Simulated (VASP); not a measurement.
# Ca (C2/m) in VASP: notebook

Runs on Ca. Level: PBE. Tasks: single point.

Everything below comes from runs of VASP 6.6.1. Logs are shortened: lines on timing, memory, paths and dates and some standing lists are left out, and cuts for length are marked.

### Step 1. The cell of the first run

Symmetry: C2/m, No. 12, monoclinic system. The conventional cell has a = 6.115 Å, b = 4.410 Å, c = 4.393 Å, α = 90.00°, β = 133.87°, γ = 90.00°. Around Ca (site symmetry 2/m) lie 8 Ca at 3.77 to 3.86 Å.

This isn't the form of Ca at room conditions, which is fcc.

### Step 2. Single point, PBE (strain +0.0350 x Voigt [0, 0, 0, 0, 1, 0], atoms carried along)

File INCAR:

```
SYSTEM = Ca
ALGO = Fast
EDIFF = 1E-7
ENCUT = 520
GGA = PE
ISIF = 2
ISMEAR = 0
LASPH = .TRUE.
LCHARG = .FALSE.
LREAL = .FALSE.
LWAVE = .FALSE.
NBANDS = 11
NELM = 100
PREC = Accurate
SIGMA = 0.15
```

File KPOINTS:

```
k-points
0
G
  16 16 16
  0 0 0
```

File POSCAR:

```
Ca
1.0
   -2.1667728944      2.2052049036      2.1575237242
    2.2436369128     -2.2052049036      2.2347058958
    2.1667728944      2.2052049036     -2.1575237242
Ca
1
Direct
    0.5000000000      0.5000000000      0.0000000000
```

Potentials or basis: VASP PAW PBE potentials, release 64 (Ca_sv).

Started as:

```
> cat potpaw_PBE.64/Ca_sv/POTCAR > POTCAR
> mpirun -np 1 vasp_std > vasp.out
```

OUTCAR:

```text
SYSTEM = Ca
   EDIFF = 1E-7
   ENCUT = 520
   GGA = PE
   ISIF = 2
   ISMEAR = 0
   LASPH = .TRUE.
   LREAL = .FALSE.
   NELM = 100
   PREC = Accurate

 ion  position               nearest neighbor table
   1  0.500  0.500  0.000-

  LATTYP: Found a base centered monoclinic cell.
 ALAT       =     6.1154929144
 B/A-ratio  =     0.7211863163
 C/A-ratio  =     0.7183234762
 COS(beta)  =    -0.6930858193

  Lattice vectors:

 A1 = (   2.1667728944,  -2.2052049036,  -2.1575237242)
 A2 = (   2.1667728944,   2.2052049036,  -2.1575237242)
 A3 = (   0.0768640184,   0.0000000000,   4.3922296200)

Analysis of symmetry for initial positions (statically):
=====================================================================
 Subroutine PRICEL returns:
 Original cell was already a primitive cell.

 Routine SETGRP: Setting up the symmetry group for a
 base centered monoclinic supercell.

 Subroutine GETGRP returns: Found  4 space group operations
 (whereof  4 operations were pure point group operations)
 out of a pool of  4 trial point group operations.

The static configuration has the point symmetry C_2h.

Analysis of symmetry for dynamics (positions and initial velocities):
=====================================================================
 Subroutine PRICEL returns:
 Original cell was already a primitive cell.

 Routine SETGRP: Setting up the symmetry group for a
 base centered monoclinic supercell.

 Subroutine GETGRP returns: Found  4 space group operations
 (whereof  4 operations were pure point group operations)
 out of a pool of  4 trial point group operations.

The dynamic configuration has the point symmetry C_2h.

 Subroutine INISYM returns: Found  4 space group operations
 (whereof  4 operations are pure point group operations),
 and found     1 'primitive' translations

----------------------------------------------------------------------------------------

                                     Primitive cell

  volume of cell :      42.7051

  direct lattice vectors                    reciprocal lattice vectors
    -2.166772894  2.205204904  2.157523724    -0.003985530  0.226736300  0.227744547
     2.243636913 -2.205204904  2.234705896     0.222820229  0.000000000  0.223775446
     2.166772894  2.205204904 -2.157523724     0.226805759  0.226736300 -0.003969101
[... 86 lines left out ...]
   IBRION =     -1    ionic relax: 0-MD 1-quasi-New 2-CG
   NFREE  =      0    steps in history (QN), initial steepest desc. (CG)
   ISIF   =      2    stress and relaxation
   ISYM   =      2    0-nonsym 1-usesym 2-fastsym
   POTIM  = 0.5000    time-step for ionic-motion
   TEBEG  =    0.0;   TEEND  =   0.0 temperature during run
   PSTRESS=    0.0 pullay stress
   NELECT =      10.0000    total number of electrons
   NUPDOWN=      -1.0000    fix difference up-down
   EMIN   =  10.00;   EMAX   =-10.00  energy-range for DOS
   EFERMI =   0.00;   METHOD = LEGACY
   ISMEAR =     0;   SIGMA  =   0.15  broadening in eV -4-tet -1-fermi 0-gaus
   EFERMI_NEDOS =   21; number of points for ismear=-14 and -15
   IALGO  =     68    algorithm
   IMIX   =      4    mixing-type and parameters
     AMIX     =   0.40;   BMIX     =  1.00
     AMIX_MAG =   1.60;   BMIX_MAG =  1.00
  volume/ion in A,a.u.               =      42.71       288.19
  Fermi-wavevector in a.u.,A,eV,Ry     =   1.009055  1.906838 13.853345  1.018192
  Thomas-Fermi vector in A             =   2.141960
   LORBIT       =      0    0 simple, 1 ext, 2 COOP (PROOUT), +10 PAW based schemes
   GGA     = PE    functional components
   LHFCALC =     F    Hartree Fock is set to
   AEXX    =    0.0000 exact exchange contribution
   IVDW    =     0    specifies the selected vdW correction
   LEPSILON=     F    determine dielectric tensor
   LRPA    =     F    only Hartree local field effects (RPA)
 non-spin polarized calculation
 RMM-DIIS sequential band-by-band and
 Gauss-broadening in eV      SIGMA  =   0.15
  energy-cutoff  :      520.00
  volume of cell :       42.71
 maximum number of plane-waves:      1166
   NGX = 13   NGY = 15   NGZ = 13

 number of electron      10.0000000 magnetization

 Free energy of the ion-electron system (eV)
  ---------------------------------------------------
  ext. energy  EPLUGINS =         0.00000000
  ---------------------------------------------------
  free energy    TOTEN  =        -1.91974865 eV

  energy without entropy =       -1.90194685  energy(sigma->0) =       -1.91084775

 E-fermi :   1.9642     XC(G=0):  -7.6981

 val. band max:        1.9640774671   @ k =   0.1250   0.3750   0.0625
 cond. band min:       1.9647502888   @ k =  -0.4375  -0.3750   0.1875
 fundamental gap:      0.0006728218
 Fermi energy:         1.9642126647

 k-point     1 :       0.0000    0.0000    0.0000
  band No.  band energies     occupation
      1     -40.1288      2.00000
      2     -21.0466      2.00000
      3     -21.0449      2.00000
      4     -21.0447      2.00000
      5      -2.0862      2.00000
      6       4.1300      0.00000
      7       4.2298      0.00000
      8       4.3402      0.00000
      9       5.2724      0.00000
     10       5.3030      0.00000
     11      11.8925      0.00000
[... 309 lines left out ...]
 k-point    24 :      -0.1250    0.0625    0.0000
  band No.  band energies     occupation
      1     -40.1271      2.00000
      2     -21.0628      2.00000
      3     -21.0478      2.00000
      4     -21.0466      2.00000
      5      -1.8746      2.00000
      6       4.0668      0.00000
      7       4.2215      0.00000
      8       4.3603      0.00000
      9       5.1333      0.00000
     10       5.2960      0.00000
     11      11.8070      0.00000

 [... further k-points ...]

------------------------ aborting loop because EDIFF is reached ----------------------------------------

  FORCE on cell =-STRESS in cart. coord.  units (eV):
  Direction    XX          YY          ZZ          XY          YZ          ZX
  --------------------------------------------------------------------------------------
  -------------------------------------------------------------------------------------
  Total       -0.0559605     -0.0504082     -0.0577512      0.0000000      0.0000000     -0.1282784
  in kB       -2.0994822     -1.8911764     -2.1666661      0.0000000      0.0000000     -4.8126495
  external PRESSURE =      -2.0524416 kB  Pullay stress =       0.0000000 kB

 VOLUME and BASIS-vectors are now :
 -----------------------------------------------------------------------------
  energy-cutoff  :      520.00
  volume of cell :       42.71
      direct lattice vectors                 reciprocal lattice vectors
    -2.166772894  2.205204904  2.157523724    -0.003985530  0.226736300  0.227744547
     2.243636913 -2.205204904  2.234705896     0.222820229  0.000000000  0.223775446
     2.166772894  2.205204904 -2.157523724     0.226805759  0.226736300 -0.003969101

 POSITION                                       TOTAL-FORCE (eV/Angst)
 -----------------------------------------------------------------------------------
      0.03843      0.00000      2.19611         0.000000      0.000000      0.000000
 -----------------------------------------------------------------------------------
    total drift:                                0.000000     -0.000000      0.000000

  FREE ENERGIE OF THE ION-ELECTRON SYSTEM (eV)
  ---------------------------------------------------
  free  energy   TOTEN  =        -1.9197486521 eV

  energy  without entropy=       -1.9019468502  energy(sigma->0) =       -1.91084775
```

OSZICAR:

```text
N       E                     dE             d eps       ncg     rms          rms(c)
DAV:   1     0.701793135719E+02    0.70179E+02   -0.53050E+03 24164   0.806E+02
DAV:   2     0.144515604275E+01   -0.68734E+02   -0.68096E+02 26207   0.219E+02
DAV:   3    -0.177704691437E+01   -0.32222E+01   -0.31910E+01 43236   0.397E+01
DAV:   4    -0.192657656065E+01   -0.14953E+00   -0.14913E+00 30621   0.504E+00
DAV:   5    -0.192793931171E+01   -0.13628E-02   -0.13626E-02 34120   0.581E-01    0.221E+00
RMM:   6    -0.192101108405E+01    0.69282E-02   -0.94347E-03 25739   0.107E+00    0.137E+00
RMM:   7    -0.191995406374E+01    0.10570E-02   -0.21671E-02 28430   0.182E+00    0.109E-01
RMM:   8    -0.191960190237E+01    0.35216E-03   -0.47854E-03 28663   0.842E-01    0.260E-02
RMM:   9    -0.191971167126E+01   -0.10977E-03   -0.12147E-03 36989   0.398E-01    0.213E-02
RMM:  10    -0.191974171535E+01   -0.30044E-04   -0.21907E-04 37965   0.148E-01    0.523E-03
RMM:  11    -0.191974802171E+01   -0.63064E-05   -0.49860E-05 39558   0.616E-02    0.934E-03
RMM:  12    -0.191974916216E+01   -0.11405E-05   -0.43478E-06 37271   0.242E-02    0.857E-03
RMM:  13    -0.191974821057E+01    0.95159E-06   -0.37294E-06 39168   0.138E-02    0.245E-03
RMM:  14    -0.191974847343E+01   -0.26286E-06   -0.63596E-07 31199   0.504E-03    0.101E-03
RMM:  15    -0.191974861857E+01   -0.14514E-06   -0.17741E-07 26018   0.230E-03    0.181E-04
RMM:  16    -0.191974865209E+01   -0.33520E-07   -0.48509E-08 22595   0.151E-03
   1 F= -.19197487E+01 E0= -.19108478E+01  d E =-.178018E-01
```

stdout:

```text
POSCAR found type information on POSCAR Ca
 POSCAR found :  1 types and       1 ions
 scaLAPACK will be used
 LDA part: xc-table for (Slater+PW92), standard interpolation
 POSCAR, INCAR and KPOINTS ok, starting setup
 FFT: planning ... GRIDC
 FFT: planning ... GRID_SOFT
 FFT: planning ... GRID
 WAVECAR not read
 entering main loop
WARNING in EDDRMM: call to ZHEGV failed, returncode =   6  3      9
WARNING in EDDRMM: call to ZHEGV failed, returncode =   6  3      8
WARNING in EDDRMM: call to ZHEGV failed, returncode =   6  3     10
WARNING in EDDRMM: call to ZHEGV failed, returncode =   8  4      8
WARNING in EDDRMM: call to ZHEGV failed, returncode =   8  4      8
WARNING in EDDRMM: call to ZHEGV failed, returncode =   8  4      7
WARNING in EDDRMM: call to ZHEGV failed, returncode =   6  3     11
WARNING in EDDRMM: call to ZHEGV failed, returncode =   8  4      5
WARNING in EDDRMM: call to ZHEGV failed, returncode =   8  4     11
WARNING in EDDRMM: call to ZHEGV failed, returncode =   8  4      6
[... 92 lines left out ...]
WARNING in EDDRMM: call to ZHEGV failed, returncode =   6  3     10
WARNING in EDDRMM: call to ZHEGV failed, returncode =   6  3      7
WARNING in EDDRMM: call to ZHEGV failed, returncode =   6  3      5
WARNING in EDDRMM: call to ZHEGV failed, returncode =   6  3      6
WARNING in EDDRMM: call to ZHEGV failed, returncode =   6  3      5
WARNING in EDDRMM: call to ZHEGV failed, returncode =   8  4      9
WARNING in EDDRMM: call to ZHEGV failed, returncode =   6  3      9
WARNING in EDDRMM: call to ZHEGV failed, returncode =   8  4     10
WARNING in EDDRMM: call to ZHEGV failed, returncode =   6  3      9
WARNING in EDDRMM: call to ZHEGV failed, returncode =   6  3      9
WARNING in EDDRMM: call to ZHEGV failed, returnco
```

It took 12 min on 1 thread of AMD EPYC 7R43 (Zen 3), shared host; peak memory 0.53 GiB.

What came out:

- Free energy: -1.9197 eV
- Pressure: -0.2 GPa
- Band gap on the k mesh: none (metal or under the smearing width)

### Step 3. Single point, PBE (strain -0.0400 x Voigt [0, 0, 0, 0, 1, 0], atoms carried along)

File INCAR:

```
  PREC = Accurate
  ENCUT = 520
  EDIFF = 1E-6
  ISMEAR = 0
  SIGMA = 0.15
  LREAL = F
  LASPH = T
  NELM = 100
  ALGO = Fast
  ISIF = 2
  LWAVE = F
  LCHARG = F
  GGA = PE
  NBANDS = 11
```

File KPOINTS:

```
regular mesh
0
Gamma
  16 16 16
```

File POSCAR:

```
Ca
1.0
   -2.2491271998      2.2052049036      2.2402189081
    2.1612826074     -2.2052049036      2.1520107119
    2.2491271998      2.2052049036     -2.2402189081
Ca
1
Direct
    0.5000000000      0.5000000000      0.0000000000
```

Potentials or basis: VASP PAW PBE potentials, release 64 (Ca_sv).

Started as:

```
> cat potpaw_PBE.64/Ca_sv/POTCAR > POTCAR
> mpirun -np 1 vasp_std > vasp.out
```

Run time: 12 min. Hardware: 1 thread of AMD EPYC 7R43 (Zen 3), shared host; peak memory 0.53 GiB.

The run converged. Its results:

* Free energy: -1.9191 eV
* Pressure: -0.2 GPa
* Band gap on the k mesh: none (metal or under the smearing width)

Stress tensor (GPa, compression positive):
```
-0.19  0.00  0.56
 0.00 -0.16  0.00
 0.56  0.00 -0.19
```

Levels at points of the mesh, in eV from the Fermi level:
```csv
k point,band 3,band 4,band 5,band 6,band 7,band 8
"(0.00, 0.00, 0.00)",-23.01,-23.01,-4.05,2.15,2.26,2.39
"(0.50, 0.00, 0.00)",-23.05,-23.01,-0.89,-0.03,1.32,3.23
"(0.00, 0.50, 0.00)",-23.06,-23.01,-0.81,0.11,1.35,3.14
"(0.50, 0.50, 0.00)",-23.05,-23.01,-0.90,-0.05,1.34,3.21
"(0.50, 0.00, 0.50)",-23.05,-23.01,-0.99,-0.17,1.29,3.31
"(0.50, 0.50, 0.50)",-23.11,-23.09,0.05,0.07,3.85,3.85
```

### Step 4. Single point, PBE (strain -0.0200 x Voigt [0, 0, 0, 0, 1, 0], atoms carried along)

File INCAR:

```
SYSTEM = Ca
ALGO = Fast ; EDIFF = 1E-6
ENCUT = 520 ; GGA = PE
ISIF = 2 ; ISMEAR = 0
LASPH = .True. ; LCHARG = .False.
LREAL = .False. ; LWAVE = .False.
NBANDS = 11 ; NELM = 80
PREC = Accurate ; SIGMA = 0.15
```

File KPOINTS:

```
k-points
0
Gamma
  16 16 16
  0 0 0
```

File POSCAR:

```
Ca
1.0
   -2.2271660517      2.2052049036      2.2181668590
    2.1832437555     -2.2052049036      2.1740627610
    2.2271660517      2.2052049036     -2.2181668590
Ca
1
Direct
    0.5000000000      0.5000000000      0.0000000000
```

Started as:

```
> cat potpaw_PBE.64/Ca_sv/POTCAR > POTCAR
> mpirun -np 1 vasp_std > vasp.out
```

Wall time 9.6 min (1 thread of AMD EPYC 7R43 (Zen 3), shared host); peak memory 0.54 GiB.

The run converged. Its results:

```yaml
Free_energy: -1.9212 eV
Pressure: -0.2 GPa
Band_gap_on_the_k_mesh: none (metal or under the smearing width)
```

Stress tensor (GPa, compression positive):
```
-0.21  0.00  0.27
 0.00 -0.21  0.00
 0.27  0.00 -0.22
```

Levels at points of the mesh, in eV from the Fermi level:
| k point | band 2 | band 3 | band 4 | band 5 | band 6 | band 7 | band 8 | band 9 |
| --- | --- | --- | --- | --- | --- | --- | --- | --- |
| (0.00, 0.00, 0.00) | -23.01 | -23.01 | -23.01 | -4.05 | 2.21 | 2.27 | 2.33 | 3.30 |
| (0.50, 0.00, 0.00) | -23.15 | -23.06 | -23.01 | -0.90 | -0.04 | 1.32 | 3.22 | 3.59 |
| (0.00, 0.50, 0.00) | -23.15 | -23.06 | -23.01 | -0.86 | 0.03 | 1.33 | 3.18 | 3.54 |
| (0.50, 0.50, 0.00) | -23.15 | -23.06 | -23.01 | -0.91 | -0.05 | 1.34 | 3.20 | 3.58 |
| (0.50, 0.00, 0.50) | -23.14 | -23.05 | -23.01 | -0.94 | -0.10 | 1.30 | 3.26 | 3.63 |
| (0.50, 0.50, 0.50) | -23.12 | -23.11 | -23.10 | 0.05 | 0.06 | 3.85 | 3.85 | 3.92 |

### Step 5. Overview

```csv
cell,further INCAR settings,gap on the mesh (eV),pressure (GPa)
"strain +0.0350 x Voigt [0, 0, 0, 0, 1, 0], atoms carried along",ALGO = Fast; EDIFF = 1e-07; NBANDS = 11,none,-0.2
"strain -0.0400 x Voigt [0, 0, 0, 0, 1, 0], atoms carried along",ALGO = Fast; EDIFF = 1e-06; NBANDS = 11,none,-0.2
"strain -0.0200 x Voigt [0, 0, 0, 0, 1, 0], atoms carried along",ALGO = Fast; EDIFF = 1e-06; NBANDS = 11,none,-0.2
```

Alike in all rows: task single point; level PBE; potentials or basis VASP PAW PBE potentials, release 64 (Ca_sv); no spin polarisation; k mesh 16 × 16 × 16; cutoff (eV) 520; smearing gaussian 0.15 eV.

Absolute energies hang on the potentials; compare differences alone.
